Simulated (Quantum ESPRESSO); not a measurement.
# SiC (P6_3mc) in Quantum ESPRESSO: further runs

One crystal, SiC, is run at these levels: PBE; tasks: single point, equation of state.

Program: Quantum ESPRESSO 7.5. These are calculated values, not measurements. Logs are shortened: lines on timing, memory, paths and dates and some standing lists are left out, and cuts for length are marked.

## (1) The structure

The structure is hexagonal, space group P6_3mc (No. 186). Conventional cell: a = 3.076 Å, b = 3.076 Å, c = 10.071 Å, α = 90.00°, β = 90.00°, γ = 120.00°. Si (site symmetry 3m) is surrounded by 4 C at 1.88 to 1.89 Å. Si (site symmetry 3m) is surrounded by 4 C at 1.88 to 1.89 Å. Around C (site symmetry 3m) lie 4 Si at 1.88 to 1.89 Å. C (site symmetry 3m) is surrounded by 4 Si at 1.88 to 1.89 Å.

The cell is a database's computed one.

## (2) Single point, PBE, 9.69 Å³/atom

Contents of pw.in:

```
&CONTROL
  calculation = 'scf'
  prefix = 'pwscf'
  outdir = './tmp'
  pseudo_dir = './pseudo'
  tprnfor = .true.
  tstress = .true.
  disk_io = 'nowf'
/
&SYSTEM
  ibrav = 0
  nat = 8
  ntyp = 2
  ecutwfc = 88
  nbnd = 24
  occupations = 'smearing'
  smearing = 'fd'
  degauss = 0.00367493
/
&ELECTRONS
  conv_thr = 1.6d-09
  electron_maxstep = 120
  mixing_beta = 0.5
/
ATOMIC_SPECIES
Si    28.0850 14_Si_4_1.9_1.9_pbe_n_v1.0.upf
C     12.0110 06_C_4_1.2_1.2_pbe_n_v1.0.upf
CELL_PARAMETERS angstrom
   3.0129072637    0.0000000000    0.0000000000
  -1.5064536318    2.6092542296    0.0000000000
   0.0000000000    0.0000000000    9.8650653976
ATOMIC_POSITIONS crystal
Si     0.0000000000    0.0000000000    0.1878943800
Si     0.0000000000    0.0000000000    0.6878943800
Si     0.3333333333    0.6666666667    0.4378419800
Si     0.6666666667    0.3333333333    0.9378419800
C      0.0000000000    0.0000000000    0.0004600500
C      0.0000000000    0.0000000000    0.5004600500
C      0.3333333333    0.6666666667    0.2498025900
C      0.6666666667    0.3333333333    0.7498025900
K_POINTS automatic
10 10 3 0 0 0
```

Potentials or basis: SPMS 1.0 PBE.

Run with:

```sh
$ OMP_NUM_THREADS=1 pw.x -in pw.in > pw.out
```

pw.out:

```text
This program is part of the open-source Quantum ESPRESSO suite
     for quantum simulation of materials; please cite
         "P. Giannozzi et al., J. Phys.:Condens. Matter 21 395502 (2009);
         "P. Giannozzi et al., J. Phys.:Condens. Matter 29 465901 (2017);
         "P. Giannozzi et al., J. Chem. Phys. 152 154105 (2020);
     in publications or presentations arising from this work. More details at

     Message from routine setup:
     using ibrav=0 with symmetry is DISCOURAGED, use correct ibrav instead

     G-vector sticks info
     --------------------
     sticks:   dense  smooth     PW     G-vecs:    dense   smooth      PW
     Sum         769     769    223                58167    58167    8981

     Using Slab Decomposition

     bravais-lattice index     =            0
     lattice parameter (alat)  =       5.6936  a.u.
     unit-cell volume          =     523.3578 (a.u.)^3
     number of atoms/cell      =            8
     number of atomic types    =            2
     number of electrons       =        32.00
     number of Kohn-Sham states=           24
     kinetic-energy cutoff     =      88.0000  Ry
     charge density cutoff     =     352.0000  Ry
     scf convergence threshold =      1.6E-09
     mixing beta               =       0.5000
     number of iterations used =            8  plain     mixing
     Exchange-correlation= PBE
                           (   1   4   3   4   0   0   0)

     celldm(1)=   5.693570  celldm(2)=   0.000000  celldm(3)=   0.000000
     celldm(4)=   0.000000  celldm(5)=   0.000000  celldm(6)=   0.000000

     crystal axes: (cart. coord. in units of alat)
               a(1) = (   1.000000   0.000000   0.000000 )
               a(2) = (  -0.500000   0.866025   0.000000 )
               a(3) = (   0.000000   0.000000   3.274268 )

     reciprocal axes: (cart. coord. in units 2 pi/alat)
               b(1) = (  1.000000  0.577350 -0.000000 )
               b(2) = (  0.000000  1.154701  0.000000 )
               b(3) = (  0.000000 -0.000000  0.305412 )

     PseudoPot. # 1 for Si read from file:
     14_Si_4_1.9_1.9_pbe_n_v1.0.upf
     Pseudo is Norm-conserving + core correction, Zval =  4.0
     Generated using ONCVPSP code by D. R. Hamann
     Using radial grid of 1524 points,  6 beta functions with:
                l(1) =   0
                l(2) =   0
                l(3) =   1
                l(4) =   1
                l(5) =   2
                l(6) =   2

     PseudoPot. # 2 for C  read from file:
     06_C_4_1.2_1.2_pbe_n_v1.0.upf
     Pseudo is Norm-conserving + core correction, Zval =  4.0
     Generated using ONCVPSP code by D. R. Hamann
     Using radial grid of 1246 points,  4 beta functions with:
                l(1) =   0
                l(2) =   0
                l(3) =   1
[... 22 lines left out ...]
        k(    1) = (   0.0000000   0.0000000   0.0000000), wk =   0.0066667
        k(    2) = (   0.0000000   0.0000000   0.1018039), wk =   0.0133333
        k(    3) = (   0.0000000   0.1154701   0.0000000), wk =   0.0400000
        k(    4) = (   0.0000000   0.1154701   0.1018039), wk =   0.0800000
        k(    5) = (   0.0000000   0.2309401   0.0000000), wk =   0.0400000
        k(    6) = (   0.0000000   0.2309401   0.1018039), wk =   0.0800000
[... 20 lines left out ...]
        k(   27) = (   0.3000000   0.5196152   0.0000000), wk =   0.0400000
        k(   28) = (   0.3000000   0.5196152   0.1018039), wk =   0.0800000

     Dense  grid:    58167 G-vectors     FFT dimensions: (  36,  36, 120)

     Initial potential from superposition of free atoms

     starting charge      31.9974, renormalised to      32.0000
     Starting wfcs are   32 randomized atomic wfcs

     Self-consistent Calculation

     iteration #  1     ecut=    88.00 Ry     beta= 0.50
     Davidson diagonalization with overlap
     ethr =  1.00E-02,  avg # of iterations =  4.5

     total energy              =     -81.60331285 Ry
     estimated scf accuracy    <       1.84182879 Ry
[... 19 lines left out ...]
     total energy              =     -82.03154957 Ry
     estimated scf accuracy    <       0.00380389 Ry

     iteration #  5     ecut=    88.00 Ry     beta= 0.50
     Davidson diagonalization with overlap
     c_bands:  1 eigenvalues not converged
     ethr =  1.19E-05,  avg # of iterations =  5.7

     total energy              =     -82.03161159 Ry
     estimated scf accuracy    <       0.00037621 Ry

     iteration #  6     ecut=    88.00 Ry     beta= 0.50
     Davidson diagonalization with overlap
     c_bands:  1 eigenvalues not converged
     ethr =  1.18E-06,  avg # of iterations =  6.9

     total energy              =     -82.03176494 Ry
     estimated scf accuracy    <       0.00031716 Ry

     iteration #  7     ecut=    88.00 Ry     beta= 0.50
     Davidson diagonalization with overlap
     ethr =  9.91E-07,  avg # of iterations =  2.0
[... 18 lines left out ...]
     iteration # 10     ecut=    88.00 Ry     beta= 0.50
     Davidson diagonalization with overlap
     ethr =  1.80E-10,  avg # of iterations =  2.0

     End of self-consistent calculation

          k = 0.0000 0.0000 0.0000 (  7333 PWs)   bands (ev):

    -5.6077  -4.3695  -4.3278  -1.7954   1.4105   5.8920   5.9366   9.1942
     9.1942   9.6635   9.6635   9.8143   9.8143  10.3504  10.4046  10.4046
    16.0648  16.6386  17.3044  17.4226  17.7250  17.8001  17.8003  18.2872
[... 51 lines left out ...]
    -2.7476  -2.3814  -1.1031  -0.4653   2.2306   2.5324   3.4095   4.2465
     5.2757   6.5260   7.2698   7.5856   7.9904   8.6483   8.6492   9.1584
    13.1968  13.2942  14.8455  15.5203  16.3321  17.2669  18.1965  18.4574

          k = 0.0000-0.5774 0.0000 (  7242 PWs)   bands (ev):

    -1.9635  -1.4105  -1.1345  -0.3833   1.5196   1.8639   3.1939   3.6417
     5.2691   6.1322   7.0181   7.9230   7.9579   8.1119   8.7794   9.2637
    12.6445  12.8195  14.8285  15.5365  15.9993  16.3346  17.8619  18.3952

          k = 0.0000-0.5774 0.1018 (  7244 PWs)   bands (ev):

    -1.8743  -1.6363  -0.8898  -0.5586   1.7895   2.1110   2.7643   3.1473
     5.9584   6.5721   7.1280   7.4473   7.7051   8.2429   8.5261   9.0452
    12.9997  13.0047  14.5857  15.2219  16.5115  16.7842  18.3784  18.3852

          k = 0.1000 0.1732 0.0000 (  7311 PWs)   bands (ev):
[... 91 lines left out ...]
    -1.2493  -1.0076  -0.4629  -0.3639   2.6544   2.9357   2.9545   3.5130
     4.3609   4.5860   5.3858   5.7066   6.6892   7.6593   7.9090   8.2837
    13.8391  13.9956  16.3496  17.1109  17.2338  18.2314  19.4440  19.7028

     the Fermi energy is    11.6352 ev

!    total energy              =     -82.03181793 Ry
     estimated scf accuracy    <          2.6E-10 Ry
     smearing contrib. (-TS)   =      -0.00000000 Ry
     internal energy E=F+TS    =     -82.03181793 Ry

     The total energy is F=E-TS. E is the sum of the following terms:
     one-electron contribution =      24.78211946 Ry
     hartree contribution      =       9.21110920 Ry
     xc contribution           =     -30.52641533 Ry
     ewald contribution        =     -85.49863126 Ry

     convergence has been achieved in  10 iterations

     Forces acting on atoms (cartesian axes, Ry/au):

     atom    1 type  1   force =     0.00000000    0.00000000    0.00039839
     atom    2 type  1   force =     0.00000000    0.00000000    0.00039839
     atom    3 type  1   force =     0.00000000    0.00000000   -0.00109311
     atom    4 type  1   force =     0.00000000   -0.00000000   -0.00109311
     atom    5 type  2   force =     0.00000000    0.00000000   -0.00006104
     atom    6 type  2   force =     0.00000000    0.00000000   -0.00006104
     atom    7 type  2   force =    -0.00000000   -0.00000000    0.00075575
     atom    8 type  2   force =    -0.00000000   -0.00000000    0.00075575

     Total force =     0.001964     Total SCF correction =     0.000005

     Computing stress (Cartesian axis) and pressure

          total   stress  (Ry/bohr**3)                   (kbar)     P=      197.80
   0.00135322  -0.00000000   0.00000000          199.07       -0.00        0.00
  -0.00000000   0.00135322   0.00000000           -0.00      199.07        0.00
   0.00000000   0.00000000   0.00132739            0.00        0.00      195.27

=------------------------------------------------------------------------------=
   JOB DONE.
=------------------------------------------------------------------------------=
```

Run time: 81 s. Hardware: 1 thread of Arm Neoverse V2, shared host; peak memory 0.17 GiB.

What came out:

```
Free energy            : -1116.0997 eV
Pressure               : 19.8 GPa
Largest force          : 0.028 eV/Å
Band gap on the k mesh : 2.24 eV, indirect (least direct gap 3.38 eV)
```

Caveat: an odd mesh through Γ misses points on the zone boundary, where band edges often lie.

## (3) Single point, PBE, 9.90 Å³/atom

Edit pw.in of step 2 so:

```diff
@@ -28,5 +28,5 @@
 CELL_PARAMETERS angstrom
-   3.0129072637    0.0000000000    0.0000000000
-  -1.5064536318    2.6092542296    0.0000000000
-   0.0000000000    0.0000000000    9.8650653976
+   3.0341256196    0.0000000000    0.0000000000
+  -1.5170628097    2.6276298648    0.0000000000
+   0.0000000000    0.0000000000    9.9345399781
 ATOMIC_POSITIONS crystal
```

Potentials or basis: SPMS 1.0 PBE.

Run with:

```sh
$ OMP_NUM_THREADS=1 pw.x -in pw.in > pw.out
```

Run time: 91 s. Hardware: 1 thread of Arm Neoverse V2, shared host; peak memory 0.17 GiB.

Results (log left out):

* Free energy: -1116.2733 eV
* Pressure: 14.0 GPa
* Largest force: 0.020 eV/Å
* Band gap on the k mesh: 2.24 eV, indirect (least direct gap 3.37 eV)

Caveat: an odd mesh through Γ misses points on the zone boundary, where band edges often lie.

## (4) Single point, PBE, 10.11 Å³/atom

Edit pw.in of step 3 so:

```diff
@@ -28,5 +28,5 @@
 CELL_PARAMETERS angstrom
-   3.0341256196    0.0000000000    0.0000000000
-  -1.5170628097    2.6276298648    0.0000000000
-   0.0000000000    0.0000000000    9.9345399781
+   3.0550512851    0.0000000000    0.0000000000
+  -1.5275256425    2.6457520228    0.0000000000
+   0.0000000000    0.0000000000   10.0030562121
 ATOMIC_POSITIONS crystal
```

Run with:

```sh
$ OMP_NUM_THREADS=1 pw.x -in pw.in > pw.out
```

Wall time 92 s (1 thread of Arm Neoverse V2, shared host); peak memory 0.17 GiB.

It converged, with:

* Free energy: -1116.3900 eV
* Pressure: 8.7 GPa
* Largest force: 0.013 eV/Å
* Band gap on the k mesh: 2.23 eV, indirect (least direct gap 3.36 eV)

Caveat: an odd mesh through Γ misses points on the zone boundary, where band edges often lie.

## (5) Single point, PBE, 10.31 Å³/atom

Edit pw.in of step 4 so:

```diff
@@ -28,5 +28,5 @@
 CELL_PARAMETERS angstrom
-   3.0550512851    0.0000000000    0.0000000000
-  -1.5275256425    2.6457520228    0.0000000000
-   0.0000000000    0.0000000000   10.0030562121
+   3.0756941497    0.0000000000    0.0000000000
+  -1.5378470748    2.6636292679    0.0000000000
+   0.0000000000    0.0000000000   10.0706464800
 ATOMIC_POSITIONS crystal
```

Run with:

```sh
$ OMP_NUM_THREADS=1 pw.x -in pw.in > pw.out
```

Run time: 95 s. Hardware: 1 thread of Arm Neoverse V2, shared host; peak memory 0.17 GiB.

It converged, with:

```yaml
Free_energy: -1116.4550 eV
Pressure: 3.9 GPa
Largest_force: 0.008 eV/Å
Band_gap_on_the_k_mesh: 2.23 eV, indirect (least direct gap 3.36 eV)
```

Caveat: an odd mesh through Γ misses points on the zone boundary, where band edges often lie.

## (6) Single point, PBE, 10.52 Å³/atom

Edit pw.in of step 5 so:

```diff
@@ -28,5 +28,5 @@
 CELL_PARAMETERS angstrom
-   3.0756941497    0.0000000000    0.0000000000
-  -1.5378470748    2.6636292679    0.0000000000
-   0.0000000000    0.0000000000   10.0706464800
+   3.0960635787    0.0000000000    0.0000000000
+  -1.5480317893    2.6812697109    0.0000000000
+   0.0000000000    0.0000000000   10.1373414467
 ATOMIC_POSITIONS crystal
```

Potentials or basis: SPMS 1.0 PBE.

Run with:

```sh
$ OMP_NUM_THREADS=1 pw.x -in pw.in > pw.out
```

Run time: 92 s. Hardware: 1 thread of Arm Neoverse V2, shared host; peak memory 0.18 GiB.

It converged, with:

* Free energy: -1116.4730 eV
* Pressure: -0.4 GPa
* Largest force: 0.004 eV/Å
* Band gap on the k mesh: 2.23 eV, indirect (least direct gap 3.34 eV)

Caveat: an odd mesh through Γ misses points on the zone boundary, where band edges often lie.

## (7) Single point, PBE, 10.73 Å³/atom

Edit pw.in of step 6 so:

```diff
@@ -28,5 +28,5 @@
 CELL_PARAMETERS angstrom
-   3.0960635787    0.0000000000    0.0000000000
-  -1.5480317893    2.6812697109    0.0000000000
-   0.0000000000    0.0000000000   10.1373414467
+   3.1161684510    0.0000000000    0.0000000000
+  -1.5580842255    2.6986810411    0.0000000000
+   0.0000000000    0.0000000000   10.2031701838
 ATOMIC_POSITIONS crystal
```

Run with:

```sh
$ OMP_NUM_THREADS=1 pw.x -in pw.in > pw.out
```

It took 84 s on 1 thread of Arm Neoverse V2, shared host; peak memory 0.18 GiB.

Results (log left out):

- Free energy: -1116.4485 eV
- Pressure: -4.3 GPa
- Largest force: 0.006 eV/Å
- Band gap on the k mesh: 2.22 eV, indirect (least direct gap 3.33 eV)

Caveat: an odd mesh through Γ misses points on the zone boundary, where band edges often lie.

## (8) Single point, PBE, 10.93 Å³/atom

Edit pw.in of step 7 so:

```diff
@@ -28,5 +28,5 @@
 CELL_PARAMETERS angstrom
-   3.1161684510    0.0000000000    0.0000000000
-  -1.5580842255    2.6986810411    0.0000000000
-   0.0000000000    0.0000000000   10.2031701838
+   3.1360171929    0.0000000000    0.0000000000
+  -1.5680085964    2.7158705557    0.0000000000
+   0.0000000000    0.0000000000   10.2681602811
 ATOMIC_POSITIONS crystal
```

Run with:

```sh
$ OMP_NUM_THREADS=1 pw.x -in pw.in > pw.out
```

Wall time 91 s (1 thread of Arm Neoverse V2, shared host); peak memory 0.18 GiB.

Results (log left out):

| Item | Value |
| --- | --- |
| Free energy | -1116.3854 eV |
| Pressure | -7.9 GPa |
| Largest force | 0.012 eV/Å |
| Band gap on the k mesh | 2.21 eV, indirect (least direct gap 3.32 eV) |

Caveat: an odd mesh through Γ misses points on the zone boundary, where band edges often lie.

## (9) Equation of state, PBE

Potentials or basis: SPMS 1.0 PBE.

This step only gathers the single runs of the series.

Results:

```yaml
Equilibrium_volume: 10.50 Å³/atom
Bulk_modulus_at_fixed_shape_and_positions: 212 GPa
Pressure_derivative_of_the_bulk_modulus: 3.9
```

Energy against volume, from the lowest point:
```
volume (Å³/atom)  energy (meV/atom)
           9.694              46.66
           9.900              24.97
          10.107              10.38
          10.313               2.26
          10.519               0.00
          10.726               3.06
          10.932              10.96
```

Caveat: the cell was scaled at fixed shape and fractional positions, which overstates the stiffness of a crystal with free parameters, most of all of layers and chains.
